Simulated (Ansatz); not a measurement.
# Sn: pressure against volume

The task here is to estimate one member of a computed series from the others.

Computed with Ansatz 0.2.0 (DFT PBE, scalar-relativistic, unless a step's input says otherwise).

## The starting structure

The structure is tetragonal, space group I4_1/amd (No. 141). The conventional cell has a = 5.832 Å, b = 5.832 Å, c = 3.181 Å, α = 90.00°, β = 90.00°, γ = 90.00°. Sn (site symmetry -4m2) has 6 Sn at 3.02 to 3.18 Å as nearest neighbours.

Coordinates:

```cif
data_structure
_symmetry_space_group_name_H-M 'P 1'
_symmetry_Int_Tables_number 1
_cell_length_a 4.4198
_cell_length_b 4.4198
_cell_length_c 4.4198
_cell_angle_alpha 97.442
_cell_angle_beta 97.442
_cell_angle_gamma 137.813
_cell_volume 54.10
loop_
_atom_site_label
_atom_site_type_symbol
_atom_site_fract_x
_atom_site_fract_y
_atom_site_fract_z
_atom_site_occupancy
Sn1 Sn 0.00000 0.00000 0.00000 1
Sn2 Sn 0.75000 0.25000 0.50000 1
```

Atoms are numbered in the order of the input: Sn1, Sn2.

The first run:

input.yaml reads:

```yaml
crystal:
  lattice:
    - [-2.8764417908, 2.8764417908, 1.5691520944]
    - [2.8764417908, -2.8764417908, 1.5691520944]
    - [2.8764417908, 2.8764417908, -1.5691520944]
  atoms:
    - { symbol: Sn, position: [0.0, 0.0, 0.0] }
    - { symbol: Sn, position: [0.75, 0.25, 0.5] }
kpoints:
  mp_grid: { grid: [15, 15, 15] }
  band_path:
    path:
      - [0.0, 0.0, 0.0]
      - [0.0, 0.0, 0.5]
      - [-0.5, 0.5, 0.5]
      - [0.0, 0.0, 0.0]
      - [0.3243975974, 0.3243975974, -0.3243975974]
      - [-0.3243975974, 0.6756024026, 0.3243975974]
      - [-0.5, 0.5, 0.5]
      - [0.0, 0.0, 0.5]
      - [0.25, 0.25, 0.25]
    npoints: 5
scf:
  occupations: { method: fermi_dirac, width: 0.05 }
hamiltonian:
  xc: pbe
  pseudopotentials: { kind: all_electron, lapw: { basis_error: 0.0005 } }
output:
  forces: true
  stress: true
  eigenvalues: true
```

The run is started by

```console
ansatz run input.yaml --threads 1 --pin off --max-ram 3072MiB --backend cpu --events-out ev --progress --plain --runs-dir out
```

Among the steps run: Volume × 0.96, LAPW; Volume × 0.96, PAW; Volume × 0.96, crystal datasets; Volume × 0.99, LAPW; Volume × 0.99, PAW; Volume × 0.99, crystal datasets; Volume × 1.02, LAPW; Volume × 1.02, PAW; Volume × 1.02, crystal datasets; Volume × 1.06, LAPW; Volume × 1.06, PAW; Volume × 1.06, crystal datasets.

One table of the session follows, with a row left open; its other results are not shown here.

| method | volume (Å³/atom) | pressure (GPa) |
| --- | --- | --- |
| LAPW | 25.966 | 5.33 |
| LAPW | 26.778 | 3.27 |
| LAPW | 27.589 | 1.52 |
| LAPW | 28.671 | -0.40 |
| PAW | 25.966 | 5.33 |
| PAW | 26.778 | ? |
| PAW | 27.589 | 1.52 |
| PAW | 28.671 | -0.40 |
| crystal datasets | 25.966 | 5.33 |
| crystal datasets | 26.778 | 3.27 |
| crystal datasets | 27.589 | 1.52 |
| crystal datasets | 28.671 | -0.40 |

**Question.** Estimate the row for PAW, 26.778.

As computed: pressure (GPa): 3.26. In the column «pressure (GPa)» it lies between crystal datasets, 27.589 (1.52) and LAPW, 26.778 (3.27).

Caveats from the session: Shape and positions are held, so a fully relaxed modulus can be lower. Warnings in the runs' records: gradients without spin orbit, crystal datasets made.
